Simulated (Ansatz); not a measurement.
# ZrSe2: the cost of one run

Method: DFT PBE+D3(BJ), scalar-relativistic, plane waves, PAW, in Ansatz 0.2.0.

The COD entry's cell or inner coordinates are ideal or old and differ from later refinements, so a difference from it is no clean test against experiment.

3 further runs of the same task are left out: 1 that didn't finish, 2 set aside as unsound or not needed.

## 1. The system as given

Symmetry: P-3m1, No. 164, trigonal system. Conventional cell: a = 3.798 Å, b = 3.798 Å, c = 6.192 Å, α = 90.00°, β = 90.00°, γ = 120.00°. Zr (site symmetry -3m) has 6 Se at 2.68 Å as nearest neighbours. Around Se (site symmetry 3m) lie 3 Zr at 2.68 Å.

Structure file:

```xyz
3
Lattice="3.7980 0.0000 0.0000 -1.8990 3.2892 0.0000 0.0000 0.0000 6.1920" Properties=species:S:1:pos:R:3 pbc="T T T"
Zr    0.0000    0.0000    0.0000
Se    0.0000    2.1928    1.5480
Se    1.8990    1.0964    4.6440
```

The structure comes from the Crystallography Open Database.

## 10. Setting up the map

Atoms count from 1 in the order of the input.

The upper layer of a bilayer is slid over the lower one; relaxed at each slide: nothing; the origin of the map has Se4 above Se3; the distance between the facing planes is held at 3.31 Å.

First coordinate, slide of the upper layer along the first cell vector, from Se4 above Se3: 6 values from 0.000 to 0.833, periodic. Second coordinate, slide of the upper layer along the second cell vector, from Se4 above Se3: 6 values from 0.000 to 0.833, periodic.

Nothing else is relaxed. Points are written as (first, second).

The two vectors of the plane (Å): (3.755, 0.000, 0.000); (-1.877, 3.252, 0.000).

(The set-up runs are not shown.)

## 11. The run at (0/6, 0/6) of the map's two axes

Input file input.yaml:

```yaml
crystal:
  lattice:
    - [3.7546299408, 0.0, 0.0]
    - [-1.8773149704, 3.2516049106, 0.0]
    - [0.0, 0.0, 23.8752160697]
  atoms:
    - { symbol: Se, position: [0.6666666667, 0.3333333333, 0.1884799696] }
    - { symbol: Zr, position: [0.0, 0.0, 0.2552355547] }
    - { symbol: Se, position: [0.3333333333, 0.6666666667, 0.3219911398] }
    - { symbol: Se, position: [0.3333333333, 0.6666666667, 0.4606286286] }
    - { symbol: Zr, position: [-0.3333333333, 0.3333333333, 0.5273842136] }
    - { symbol: Se, position: [0.0, 1.0, 0.5941397987] }
basis:
  ecutwfc: 420
kpoints:
  mp_grid: { grid: [9, 9, 1] }
hamiltonian:
  xc: pbe
  pseudopotentials: { kind: paw, azcp: { folder: soft_1 } }
  dispersion: d3bj
scf:
  occupations: { method: gaussian, width: 0.05 }
output:
  forces: true
  eigenvalues: true
efield:
  axis: 3
  dipole_correction: true
  ramp_width: 0.04
```

On the command line:

```bash
> ansatz run input.yaml --threads 2 --pin off --max-ram 6144MiB --backend cpu --events-out ev --progress --plain --runs-dir out
```

**Question.** How long does this run take on 2 threads of Intel Xeon 6975P-C (Granite Rapids), shared host, and how much memory does it need?

About 6.8 s, with a peak of 0.61 GiB.
